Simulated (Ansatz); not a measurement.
## Li3H8 and its competing phases

Computed with Ansatz, DFT PBE, scalar-relativistic, plane waves, PAW. Settings: cutoff 420 eV, Γ-centred meshes spaced at most about 0.3 Å⁻¹, and about 0.25 Å⁻¹ or finer for metals (2π included), Gaussian smearing. No spin polarisation.

The zero of energy is the elements' standard structures at the same level (H₂ as a molecule); no fitted shifts are applied.

Temperature and zero-point effects are left out. Weakly bound directions are ill-defined at this level, which has no dispersion term (Li3H8 Cmmm). With hydrogen, zero-point motion can shift formation energies by some tens of meV/atom.

The competitors are the elements and 1 reference phase of this chemical system (from databases or known types: LiH), relaxed at the same level; other known phases may be missing.

The candidate was reached from: W3O8 type (Cmmm).

```
CELL_PARAMETERS angstrom
3.88047 -6.97584 0.00000
3.88047 6.97584 0.00000
0.00000 0.00000 3.36124
ATOMIC_POSITIONS crystal
Li 0.62823 0.37177 0.00000
Li 0.37177 0.62823 0.00000
Li 0.00000 0.00000 0.00000
H 0.45259 0.99953 0.00000
H 0.54741 0.00047 0.00000
H 0.99953 0.45259 0.00000
H 0.00047 0.54741 0.00000
H 0.50000 0.50000 0.00000
H 0.00000 0.00000 0.50000
H 0.39624 0.60376 0.50000
H 0.60376 0.39624 0.50000
```

Question: Where does it stand against these competitors?

Answer: Not stable. Its formation energy is 0.187 eV/atom. The lowest competing mixture at this composition is this:

```csv
phase,space group,source,share of atoms,ΔE_f (eV/atom)
H₂ gas,-,element,0.4545,0.000
LiH,Fm-3m (No. 225),textbook type,0.5455,-0.417
```

The mixture lies at -0.227 eV/atom, and the candidate lies 0.41 eV/atom above it. The candidate matches no cell in the subsets of the Crystallography Open Database and the Materials Project at hand. Such a cell could exist only far from equilibrium. It holds H–H pairs as short as in free H₂ molecules (shortest 0.75 Å).
